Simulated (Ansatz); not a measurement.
**BaHfO3: band gap under strain**

How does strain move the band edges of BaHfO3 built on the cubic perovskite prototype, and do the functionals agree on it? States: no strain; -4.0 % biaxial strain in x and y, free along z; -3.0 % biaxial strain in x and y, free along z.

The runs shown are made with Ansatz 0.2.0. PAW datasets, plane waves. The values are computed, spin-unpolarised, and not measurements.

## Step 1: The cell

The unstrained cell was relaxed with r2SCAN; in each strained cell the atoms were relaxed again with r2SCAN. Names of k-points are those of the unstrained zone, where strain can split equivalent points. First state: no strain.

Space group Pm-3m (No. 221), cubic; conventional cell a = 4.177 Å, 14.58 Å³ an atom. Ba has 12 O at 2.95 Å; Hf has 6 O at 2.09 Å; O has 2 Hf at 2.09 Å and 4 Ba at 2.95 Å.

Coordinates:

```cif
data_structure
_symmetry_space_group_name_H-M 'Pm-3m'
_symmetry_Int_Tables_number 221
_cell_length_a 4.1771
_cell_length_b 4.1771
_cell_length_c 4.1771
_cell_angle_alpha 90.000
_cell_angle_beta 90.000
_cell_angle_gamma 90.000
_cell_volume 72.88
loop_
_atom_site_label
_atom_site_type_symbol
_atom_site_symmetry_multiplicity
_atom_site_Wyckoff_symbol
_atom_site_fract_x
_atom_site_fract_y
_atom_site_fract_z
_atom_site_occupancy
Ba1 Ba 1 a 0.00000 0.00000 0.00000 1
Hf1 Hf 1 b 0.50000 0.50000 0.50000 1
O1 O 3 c 0.50000 0.50000 0.00000 1
```

## Step 2: No strain: PBE

Input file input.yaml:

```yaml
crystal:
  lattice:
    - [4.1770587708, 0.0, 0.0]
    - [0.0, 4.1770587708, 0.0]
    - [0.0, 0.0, 4.1770587708]
  atoms:
    - { symbol: Ba, position: [0.0, 0.0, 0.0] }
    - { symbol: Hf, position: [0.5, 0.5, 0.5] }
    - { symbol: O, position: [0.5, 0.5, 0.0] }
    - { symbol: O, position: [0.5, 0.0, 0.5] }
    - { symbol: O, position: [0.0, 0.5, 0.5] }
kpoints:
  mp_grid: { grid: [6, 6, 6] }
  band_path:
    path: [[0.0, 0.0, 0.0], [0.0, 0.5, 0.0], [0.5, 0.5, 0.0], [0.5, 0.5, 0.5]]
    npoints: 1
hamiltonian:
  xc: pbe
scf:
  occupations: { method: fermi_dirac, width: 0.02 }
  n_extra_bands: 5
output:
  forces: true
  stress: true
  eigenvalues: true
```

Run with:

```sh
ansatz run input.yaml --threads 2 --pin off --max-ram 29491MiB --backend cpu --events-out ev --progress --plain --runs-dir out
```

Further steps of the session: No strain: r2SCAN; No strain: HSE06; No strain: r2SCAN+SOC; No strain: r2SCAN; -4.0 % biaxial strain in x and y, free along z: PBE; -4.0 % biaxial strain in x and y, free along z: r2SCAN; -4.0 % biaxial strain in x and y, free along z: HSE06; -4.0 % biaxial strain in x and y, free along z: r2SCAN+SOC; -4.0 % biaxial strain in x and y, free along z: r2SCAN; -3.0 % biaxial strain in x and y, free along z: PBE; -3.0 % biaxial strain in x and y, free along z: r2SCAN; -3.0 % biaxial strain in x and y, free along z: HSE06; -3.0 % biaxial strain in x and y, free along z: r2SCAN+SOC; -3.0 % biaxial strain in x and y, free along z: r2SCAN.

**Question.** What will these runs give?

The runs gave:

Least gap in eV (negative: overlap), with the change from the unstrained cell in brackets:

```
                                         state  volume change (%)           PBE        r2SCAN         HSE06
                                     no strain               +0.0          3.66          4.19          5.18
-4.0 % biaxial strain in x and y, free along z               -5.7  3.58 (-0.08)  4.12 (-0.07)  5.11 (-0.07)
-3.0 % biaxial strain in x and y, free along z               -4.3  3.60 (-0.06)  4.14 (-0.05)  5.13 (-0.05)
```

In words: With HSE06, of the states in the table -4.0 % biaxial strain in x and y, free along z shifts the gap most, by -0.068 eV. PBE and HSE06 differ by 1.51 eV on the unstrained gap, and by at most 0.02 eV on its change: PBE follows the response to strain far better than the gap itself. Spin-orbit coupling is left out of the table, though the cell holds Hf (Z = 72); in an element this heavy it can shift bands and gaps by tenths of an eV.
